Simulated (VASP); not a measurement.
Set up this calculation in VASP 6.6.1, as the native input.

```
Task                   : relaxation of cell and atoms
Functional             : PBEsol
Potentials or basis    : VASP PAW PBE potentials, release 64 (Al, Au)
Cutoff                 : 600 eV
k mesh                 : 12 × 12 × 12
Occupations            : methfessel-paxton, width 0.1 eV
Spin                   : no spin polarisation
Further INCAR settings : ALGO = Normal; EDIFF = 1e-06; IBRION = 2; EDIFFG = -0.01; NSW = 90; ISIF = 3
```

The structure of Al2Au lies in POSCAR:

```
Al2Au
1.0
    0.0000000000      3.0000000000      3.0000000000
    3.0000000000      0.0000000000      3.0000000000
    3.0000000000      3.0000000000      0.0000000000
Al Au
2 1
Direct
    0.2500000000      0.2500000000      0.2500000000
    0.7500000000      0.7500000000      0.7500000000
    0.0000000000      0.0000000000      0.0000000000
```

These files were run (other wordings do the same):

INCAR

```
ALGO = Normal ; EDIFF = 1E-6
EDIFFG = -0.01 ; ENCUT = 600
GGA = PS ; IBRION = 2
ISIF = 3 ; ISMEAR = 1
KPAR = 4 ; LASPH = True
LCHARG = False ; LREAL = False
LWAVE = False ; NELM = 80
NSW = 90 ; PREC = Accurate
SIGMA = 0.1
```

KPOINTS

```
k-points
0
Gamma
  12 12 12
```

Potentials or basis: VASP PAW PBE potentials, release 64 (Al, Au).

Launch:

```bash
$ cat potpaw_PBE.64/Al/POTCAR potpaw_PBE.64/Au/POTCAR > POTCAR
$ mpirun -np 4 vasp_std > vasp.out
```

Results of the run:

The pressure after relaxing is 0.0 GPa and the band gap on the k mesh is none (metal or under the smearing width).

Caveat: the relaxation stopped at its first step, so nothing moved; the PAW data sets were made with another functional, which shifts forces and pressure a little.

Wall time 22 s on 4 MPI ranks on Intel(R) Xeon(R) Platinum 8259CL CPU @ 2.50GHz (Skylake/Cascade Lake), on a shared host, peak memory 0.24 GiB a rank.
